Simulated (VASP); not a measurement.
# CdTe (F-43m) in VASP: further runs, part 2 of 2

VASP 6.6.1. The steps go on from the part before.

## 4. Relaxation of cell and atoms, PBEsol+D3(BJ)

This run uses another cell than the first one, of 32.92 Å³/atom, 0.867 times its volume.

File INCAR:

```
PREC = Accurate
ENCUT = 600
EDIFF = 1E-6
ISMEAR = -1
SIGMA = 0.05
LREAL = False
LASPH = True
NELM = 80
ALGO = Normal
ISIF = 3
LWAVE = False
LCHARG = False
GGA = PS
IVDW = 12
IBRION = 2
NSW = 60
EDIFFG = -0.01
```

File KPOINTS:

```
regular mesh
0
Gamma
  7 7 7
```

File POSCAR:

```
CdTe
1.0
    0.0000000000      3.2050000000      3.2050000000
    3.2050000000      0.0000000000      3.2050000000
    3.2050000000      3.2050000000      0.0000000000
Te Cd
1 1
Direct
    0.7500000000      0.7500000000      0.7500000000
    0.0000000000      0.0000000000      0.0000000000
```

Potentials or basis: VASP PAW PBE potentials, release 64 (Te, Cd).

Launch:

```sh
$ cat potpaw_PBE.64/Te/POTCAR potpaw_PBE.64/Cd/POTCAR > POTCAR
$ mpirun -np 1 vasp_std > vasp.out
```

OUTCAR:

```text
PREC = Accurate
   ENCUT = 600
   EDIFF = 1E-6
   ISMEAR = -1
   LREAL = False
   LASPH = True
   NELM = 80
   ISIF = 3
   GGA = PS
   IVDW = 12
   IBRION = 2
   NSW = 60
   EDIFFG = -0.01
 IVDW          = 12

 ion  position               nearest neighbor table
   1  0.750  0.750  0.750-   2 2.78   2 2.78   2 2.78   2 2.78
   2  0.000  0.000  0.000-   1 2.78   1 2.78   1 2.78   1 2.78

  LATTYP: Found a face centered cubic cell.
 ALAT       =     6.4100000000

  Lattice vectors:

 A1 = (   0.0000000000,   3.2050000000,   3.2050000000)
 A2 = (   3.2050000000,   0.0000000000,   3.2050000000)
 A3 = (   3.2050000000,   3.2050000000,   0.0000000000)

Analysis of symmetry for initial positions (statically):
=====================================================================
 Subroutine PRICEL returns:
 Original cell was already a primitive cell.

 Routine SETGRP: Setting up the symmetry group for a
 face centered cubic supercell.

 Subroutine GETGRP returns: Found 24 space group operations
 (whereof 24 operations were pure point group operations)
 out of a pool of 48 trial point group operations.

The static configuration has the point symmetry T_d .

Analysis of symmetry for dynamics (positions and initial velocities):
=====================================================================
 Subroutine PRICEL returns:
 Original cell was already a primitive cell.

 Routine SETGRP: Setting up the symmetry group for a
 face centered cubic supercell.

 Subroutine GETGRP returns: Found 24 space group operations
 (whereof 24 operations were pure point group operations)
 out of a pool of 48 trial point group operations.

The dynamic configuration has the point symmetry T_d .

 Subroutine INISYM returns: Found 24 space group operations
 (whereof 24 operations are pure point group operations),
 and found     1 'primitive' translations

[... 168 lines left out ...]

  FREE ENERGIE OF THE ION-ELECTRON SYSTEM (eV)
  ---------------------------------------------------
  free  energy   TOTEN  =        -6.1660296997 eV

  energy  without entropy=       -6.1660249589  energy(sigma->0) =       -6.16602733

--------------------------------------- Ionic step        2  -------------------------------------------

 number of electron      17.9999995 magnetization

 Free energy of the ion-electron system (eV)
  ---------------------------------------------------
  ext. energy  EPLUGINS =         0.00000000
  ---------------------------------------------------
  free energy    TOTEN  =        -5.47539619 eV

  energy without entropy =       -5.47539091  energy(sigma->0) =       -5.47539355

 E-fermi :   2.8872     XC(G=0):  -8.9110

 val. band max:        2.4820145730   @ k =   0.0000   0.0000   0.0000
 cond. band min:       3.2307209136   @ k =   0.0000   0.0000   0.0000
 fundamental gap:      0.7487063406
 Fermi energy:         2.8871713943

 k-point     1 :       0.0000    0.0000    0.0000
  band No.  band energies     occupation
      1      -8.9027      2.00000
      2      -5.8835      2.00000
      3      -5.8835      2.00000
      4      -5.8835      2.00000
      5      -5.5961      2.00000
      6      -5.5961      2.00000
      7       2.4820      1.99940
      8       2.4820      1.99940
      9       2.4820      1.99940
     10       3.2307      0.00207
     11       7.0049      0.00000
     12       7.0049      0.00000
     13       7.0049      0.00000
[... 290 lines left out ...]
  band No.  band energies     occupation
      1      -8.3471      2.00000
      2      -5.7584      2.00000
      3      -5.7418      2.00000
      4      -5.6319      2.00000
      5      -5.5933      2.00000
      6      -5.0114      2.00000
      7      -1.8786      2.00000
      8      -0.2013      2.00000
      9       0.5347      2.00000
     10       6.1235      0.00000
     11       7.2632      0.00000
     12       8.3500      0.00000
     13       9.1153      0.00000

------------------------ aborting loop because EDIFF is reached ----------------------------------------

 Edisp (eV)   -0.69069

 E8    (eV) :    -0.4685

  FORCE on cell =-STRESS in cart. coord.  units (eV):
  Direction    XX          YY          ZZ          XY          YZ          ZX
  --------------------------------------------------------------------------------------
  -------------------------------------------------------------------------------------
  Total      -0.01150    -0.01150    -0.01150    -0.00000    -0.00000    -0.00000
  in kB      -0.27869    -0.27869    -0.27869    -0.00000    -0.00000    -0.00000
  external pressure =       -0.28 kB  Pullay stress =        0.00 kB

 VOLUME and BASIS-vectors are now :
 -----------------------------------------------------------------------------
  energy-cutoff  :      600.00
  volume of cell :       66.10
      direct lattice vectors                 reciprocal lattice vectors
     0.000000000  3.209159455  3.209159455    -0.155804037  0.155804037  0.155804037
     3.209159455  0.000000000  3.209159455     0.155804037 -0.155804037  0.155804037
     3.209159455  3.209159455  0.000000000     0.155804037  0.155804037 -0.155804037

 POSITION                                       TOTAL-FORCE (eV/Angst)
 -----------------------------------------------------------------------------------
      4.81374      4.81374      4.81374        -0.000000     -0.000000     -0.000000
      3.20916      6.41832      3.20916         0.000000      0.000000      0.000000
 -----------------------------------------------------------------------------------
    total drift:                                0.000000      0.000000      0.000000

  FREE ENERGIE OF THE ION-ELECTRON SYSTEM (eV)
  ---------------------------------------------------
  free  energy   TOTEN  =        -6.1660870239 eV

  energy  without entropy=       -6.1660817449  energy(sigma->0) =       -6.16608438

 reached required accuracy - stopping structural energy minimisation
```

Run time: 19 s. Hardware: 1 thread of AMD EPYC 9R45 (Zen 5), shared host; peak memory 0.2 GiB.

Results:

```yaml
Free_energy: -6.1661 eV
Relaxed_volume: 33.05 Å³/atom
Relaxed_cell: a = 4.538 Å, b = 4.538 Å, c = 4.538 Å, α = 60.00°, β = 60.00°, γ = 60.00°
Space_group_after_relaxing_to_0.05_Å: F-43m (No. 216)
Energy_gained_by_relaxing: 0.0 meV/atom
Ionic_steps: 2
Pressure_after_relaxing: 0.0 GPa
Band_gap_on_the_k_mesh: 0.75 eV, direct
Dispersion_energy_per_atom: -0.345 eV
```

Final structure:
```xyz
2
Lattice="0.0000 3.2092 3.2092 3.2092 0.0000 3.2092 3.2092 3.2092 0.0000" Properties=species:S:1:pos:R:3 pbc="T T T"
Te    4.8137    4.8137    4.8137
Cd    3.2092    6.4183    3.2092
```

Levels at points of the mesh, in eV from the valence-band top:
```
           k point  band 5  band 6  band 7  band 8  band 9  band 10  band 11  band 12  band 13
(0.00, 0.00, 0.00)   -8.08   -8.08    0.00    0.00    0.00     0.75     4.52     4.52     4.52
```

Caveat: the PAW data sets were made with another functional, which shifts forces and pressure a little; spin-orbit coupling is left out, which moves the levels of the heavy elements.

## 5. Relaxation of cell and atoms, PBEsol+D4

This run uses another cell than the first one, of 32.92 Å³/atom, 0.867 times its volume.

INCAR, as its differences from that of step 4:

```diff
@@ -7,3 +7,3 @@
 LASPH = True
-NELM = 80
+NELM = 100
 ALGO = Normal
@@ -13,3 +13,3 @@
 GGA = PS
-IVDW = 12
+IVDW = 13
 IBRION = 2
```

KPOINTS is that of step 4.

POSCAR is that of step 4.

Potentials or basis: VASP PAW PBE potentials, release 64 (Te, Cd).

Launch:

```sh
$ cat potpaw_PBE.64/Te/POTCAR potpaw_PBE.64/Cd/POTCAR > POTCAR
$ mpirun -np 1 vasp_std > vasp.out
```

OUTCAR:

```text
PREC = Accurate
   ENCUT = 600
   EDIFF = 1E-6
   ISMEAR = -1
   LREAL = False
   LASPH = True
   NELM = 100
   ISIF = 3
   GGA = PS
   IVDW = 13
   IBRION = 2
   NSW = 60
   EDIFFG = -0.01

 ion  position               nearest neighbor table
   1  0.750  0.750  0.750-   2 2.78   2 2.78   2 2.78   2 2.78
   2  0.000  0.000  0.000-   1 2.78   1 2.78   1 2.78   1 2.78

  LATTYP: Found a face centered cubic cell.
 ALAT       =     6.4100000000

  Lattice vectors:

 A1 = (   0.0000000000,   3.2050000000,   3.2050000000)
 A2 = (   3.2050000000,   0.0000000000,   3.2050000000)
 A3 = (   3.2050000000,   3.2050000000,   0.0000000000)

Analysis of symmetry for initial positions (statically):
=====================================================================
 Subroutine PRICEL returns:
 Original cell was already a primitive cell.

 Routine SETGRP: Setting up the symmetry group for a
 face centered cubic supercell.

 Subroutine GETGRP returns: Found 24 space group operations
 (whereof 24 operations were pure point group operations)
 out of a pool of 48 trial point group operations.

The static configuration has the point symmetry T_d .

Analysis of symmetry for dynamics (positions and initial velocities):
=====================================================================
 Subroutine PRICEL returns:
 Original cell was already a primitive cell.

[... 131 lines left out ...]
   LEPSILON=     F    determine dielectric tensor
   LRPA    =     F    only Hartree local field effects (RPA)
 conjugate gradient relaxation of ions
 non-spin polarized calculation
  energy-cutoff  :      600.00
  volume of cell :       65.84
 maximum number of plane-waves:      2213
   NGX = 19   NGY = 19   NGZ = 19

--------------------------------------- Ionic step        1  -------------------------------------------

 number of electron      17.9999995 magnetization

 Free energy of the ion-electron system (eV)
  ---------------------------------------------------
  ext. energy  EPLUGINS =         0.00000000
  ---------------------------------------------------
  free energy    TOTEN  =        -5.47264308 eV

  energy without entropy =       -5.47263834  energy(sigma->0) =       -5.47264071

------------------------ aborting loop because EDIFF is reached ----------------------------------------

  DFT-D4 for vdW energy calculation

  Edisp (eV):   -0.44181
[... 71 lines left out ...]
--------------------------------------- Ionic step        3  -------------------------------------------

 number of electron      17.9999994 magnetization

 Free energy of the ion-electron system (eV)
  ---------------------------------------------------
  ext. energy  EPLUGINS =         0.00000000
  ---------------------------------------------------
  free energy    TOTEN  =        -5.48254153 eV

  energy without entropy =       -5.48253398  energy(sigma->0) =       -5.48253775

 E-fermi :   2.7448     XC(G=0):  -8.8517

 val. band max:        2.3590439875   @ k =   0.0000   0.0000   0.0000
 cond. band min:       3.0682940101   @ k =   0.0000   0.0000   0.0000
 fundamental gap:      0.7092500226
 Fermi energy:         2.7448359033

 k-point     1 :       0.0000    0.0000    0.0000
  band No.  band energies     occupation
      1      -8.9465      2.00000
      2      -5.9561      2.00000
      3      -5.9561      2.00000
      4      -5.9561      2.00000
      5      -5.6790      2.00000
      6      -5.6790      2.00000
      7       2.3590      1.99911
      8       2.3590      1.99911
      9       2.3590      1.99911
     10       3.0683      0.00310
     11       6.8923      0.00000
     12       6.8923      0.00000
     13       6.8923      0.00000
[... 335 lines left out ...]
  FREE ENERGIE OF THE ION-ELECTRON SYSTEM (eV)
  ---------------------------------------------------
  free  energy   TOTEN  =        -5.9171908631 eV

  energy  without entropy=       -5.9171833174  energy(sigma->0) =       -5.91718709

 reached required accuracy - stopping structural energy minimisation
```

Run time: 28 s. Hardware: 1 thread of AMD EPYC 9R45 (Zen 5), shared host; peak memory 0.19 GiB.

What came out:

- Free energy: -5.9172 eV
- Relaxed volume: 33.49 Å³/atom
- Relaxed cell: a = 4.558 Å, b = 4.558 Å, c = 4.558 Å, α = 60.00°, β = 60.00°, γ = 60.00°
- Space group after relaxing (to 0.05 Å): F-43m (No. 216)
- Energy gained by relaxing: 1.4 meV/atom
- Ionic steps: 3
- Pressure after relaxing: 0.0 GPa
- Band gap on the k mesh: 0.71 eV, direct
- Dispersion energy per atom: -0.217 eV

The path:
```tsv
step	energy change (eV)	largest force (eV/Å)	pressure (GPa)	volume (Å³)
1	0.0000	0.0000	0.79	65.84
2	-0.0024	0.0000	-0.26	67.41
3	-0.0027	0.0000	0.00	66.98
```

Final structure:
```xyz
2
Lattice="0.0000 3.2233 3.2233 3.2233 0.0000 3.2233 3.2233 3.2233 0.0000" Properties=species:S:1:pos:R:3 pbc="T T T"
Te    4.8349    4.8349    4.8349
Cd    0.0000    0.0000    0.0000
```

Levels at points of the mesh, in eV from the valence-band top:
| k point | band 7 | band 8 | band 9 | band 10 | band 11 | band 12 |
| --- | --- | --- | --- | --- | --- | --- |
| (0.00, 0.00, 0.00) | 0.00 | 0.00 | 0.00 | 0.71 | 4.53 | 4.53 |

Caveat: the PAW data sets were made with another functional, which shifts forces and pressure a little; spin-orbit coupling is left out, which moves the levels of the heavy elements. As with any semilocal functional, this PBEsol gap is likely too small.

## 6. The runs side by side

```tsv
task	level	cell	cutoff (eV)	gap on the mesh (eV)	pressure (GPa)	relaxed volume (Å³/atom)
single point	RPBE	a = 4.754 Å, angles 60.0°, 2 atoms	520	0.59	0.0	-
relaxation of cell and atoms	RPBE	relaxed from a = 4.533 Å, angles 60.0°, 2 atoms	600	0.59	0.0	37.95
relaxation of cell and atoms	PBEsol+D3(BJ)	relaxed from a = 4.533 Å, angles 60.0°, 2 atoms	600	0.75	0.0	33.05
relaxation of cell and atoms	PBEsol+D4	relaxed from a = 4.533 Å, angles 60.0°, 2 atoms	600	0.71	0.0	33.49
```

Alike in all rows: potentials or basis VASP PAW PBE potentials, release 64 (Te, Cd); no spin polarisation; k mesh 7 × 7 × 7; smearing fermi-dirac 0.05 eV.

Caveats: the PAW data sets were made with another functional, which shifts forces and pressure a little; spin-orbit coupling is left out, which moves the levels of the heavy elements; the volume moved by over 15 % at a fixed basis, so the end points are rough (some runs); the volume moved by +15 % from the deposited cell, more than functionals usually miss (some runs).

Total energies depend on the potentials used, so only differences within one code and one set of settings carry meaning.

## 7. How close it comes

Step 2. Against the measured gap of CdTe, 1.607 eV (0 K; a printed reference work, data compilation), the calculated 0.59 eV is off by -1.01 eV. So large a miss can be the level of theory's own, or it may mean another phase, state or a wrong row. Spin-orbit coupling on Cd, Te is left out. The value is that of RPBE, without temperature or zero-point motion. Semilocal functionals fall short of measured gaps as a rule.
